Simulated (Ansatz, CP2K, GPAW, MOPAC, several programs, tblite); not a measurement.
# SrO from cheap methods to r2SCAN

Aim: run SrO through methods of unlike cost and see what each gets, and at what price.

Computed with MOPAC, tblite, CP2K, Ansatz, GPAW (versions at each run) (no spin polarisation, static lattice; gaps from single points on the cell relaxed beforehand with r²SCAN, unless a step's input says otherwise).

**1. Starting point**

The structure is hexagonal, space group P6_3/mmc (No. 194). The conventional cell has a = 3.563 Å, b = 3.563 Å, c = 6.255 Å, α = 90.00°, β = 90.00°, γ = 120.00°. Sr (site symmetry -3m) is surrounded by 6 O at 2.58 Å. Around O (site symmetry -6m2) lie 6 Sr at 2.58 Å.

As a file:

```xyz
4
Lattice="3.5632 0.0000 0.0000 -1.7816 3.0859 0.0000 0.0000 0.0000 6.2551" Properties=species:S:1:pos:R:3 pbc="T T T"
Sr    0.0000    0.0000    0.0000
Sr    0.0000    0.0000    3.1276
O     0.0000    2.0572    1.5638
O     1.7816    1.0286    4.6913
```

The structure type (NiAs) is imposed and need not be the compound's stable one.

**Question.** The methods are PM6, PM7, GFN1-xTB (tblite), GFN2-xTB (tblite), PBE/DZVP, PBE/SZV, coarse PBE, GLLB-SC, PBE, r2SCAN. What gap does r2SCAN give on this cell, and which other methods (full PBE left aside) come nearest to r2SCAN and farthest in gap, volume and bulk modulus?

```
                                               quantity                                                value
                                                 r2SCAN                gap 3.98 eV, 17.19 Å³/atom, B₀ 90 GPa
         gap: nearest and farthest of the other methods  coarse PBE (-0.60 eV), GFN2-xTB (tblite) (-3.98 eV)
      volume: nearest and farthest of the other methods        PBE/DZVP (+3.7 %), GFN2-xTB (tblite) (-9.3 %)
bulk modulus: nearest and farthest of the other methods          PBE/DZVP (-10 %), GFN2-xTB (tblite) (-16 %)
```

What this shows: Among the 7 methods compared for the gap (full PBE left aside), coarse PBE is nearest to r2SCAN and GFN2-xTB (tblite) farthest. For the volume, of the 2 methods compared (full PBE left aside), PBE/DZVP comes nearest to r2SCAN and GFN2-xTB (tblite) is farthest. For the bulk modulus, of the 2 methods compared (full PBE left aside), PBE/DZVP comes nearest to r2SCAN and GFN2-xTB (tblite) is farthest. A minimal basis or a coarse cutoff and mesh shifts results by its own error, so closeness to r2SCAN can be chance. Cluster runs see only the k-points that fold onto the zone centre, so their gaps can miss the band edges. GLLB-SC is compared with its derivative discontinuity added. GFN1-xTB (tblite) ended in an unphysical state and is left out of the comparison. No volume is given for PM6, PM7, PBE/SZV, coarse PBE, which can hide a larger miss. CPU times run from 1.2 s (coarse PBE) to 74 s (GLLB-SC). On this cell PBE/DZVP, GLLB-SC cost more than r2SCAN itself (15 s), so they are no saving here. GFN2-xTB (tblite) disagrees with r2SCAN even on whether there is a gap. r2SCAN is a yardstick, not the truth: it usually gives gaps below the measured ones.
